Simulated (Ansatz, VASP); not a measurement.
**Two plane-wave programs on LiHF2**

Contents of INCAR:

```
SYSTEM = LiHF2
PREC = Accurate
ENCUT = 520
EDIFF = 1E-7
ISMEAR = 0
SIGMA = 0.05
LREAL = .False.
LASPH = .True.
NELM = 80
ALGO = Normal
ISIF = 2
LWAVE = .False.
LCHARG = .False.
GGA = CA
NBANDS = 17
```

The input KPOINTS:

```
Automatic mesh
0
Gamma
  9 9 9
  0 0 0
```

The input POSCAR:

```
LiHF2
1.0
    1.4427881604      0.8329941328      4.1131304824
   -1.4427881604      0.8329941328      4.1131304824
    0.0000000000     -1.6659882656      4.1131304824
Li H F
1 1 2
Direct
    0.0000000000      0.0000000000      0.0000000000
    0.5000000000      0.5000000000      0.5000000000
    0.4125119035      0.4125119035      0.4125119035
    0.5874880965      0.5874880965      0.5874880965
```

Input for Ansatz:

```yaml
crystal:
  lattice:
    - [1.4427881604, 0.8329941328, 4.1131304824]
    - [-1.4427881604, 0.8329941328, 4.1131304824]
    - [0.0, -1.6659882656, 4.1131304824]
  atoms:
    - { symbol: Li, position: [0.0, 0.0, 0.0] }
    - { symbol: H, position: [0.5, 0.5, 0.5] }
    - { symbol: F, position: [0.4125119035, 0.4125119035, 0.4125119035] }
    - { symbol: F, position: [0.5874880965, 0.5874880965, 0.5874880965] }
basis:
  ecutwfc: 420
kpoints:
  mp_grid: { grid: [9, 9, 9] }
hamiltonian:
  xc: lda
scf:
  occupations: { method: gaussian, width: 0.05 }
output:
  forces: true
  stress: true
  eigenvalues: true
```

Change from the starting cell: strain -0.0500 x Voigt [0, 0, 1, 0, 0, 0], atoms carried along.

Alike in both runs: task single point; functional LDA; k mesh 9 × 9 × 9; occupations gaussian, width 0.05 eV; no spin polarisation.

|  | VASP | Ansatz |
| --- | --- | --- |
| version | VASP 6.6.1 | Ansatz 0.2.0 |
| potentials or method | VASP PAW LDA potentials, release 64 (Li_sv, H, F) | scalar-relativistic, plane waves, PAW |
| plane-wave cutoff (eV) | 520 | 420 |
| valence electrons in the cell | 18 | 18 |

VASP gave:

| Item | Value |
| --- | --- |
| gap on the k mesh at the Fermi level (eV) | 8.63 |
| least direct gap on the mesh (eV) | 8.68 |
| rms of the force components (eV/Å) | 0.695 |

What did Ansatz give for the same quantities?

gap on the k mesh at the Fermi level (eV): 8.66; least direct gap on the mesh (eV): 8.71; rms of the force components (eV/Å): 0.657.

Atom by atom the forces differ by 0.039 eV/Å (rms over components).

Caveats: an odd mesh through Γ misses points on the zone boundary, where band edges often lie; forces of over 1 eV/Å show positions far from the minimum, so gaps and moduli don't describe the material at rest.
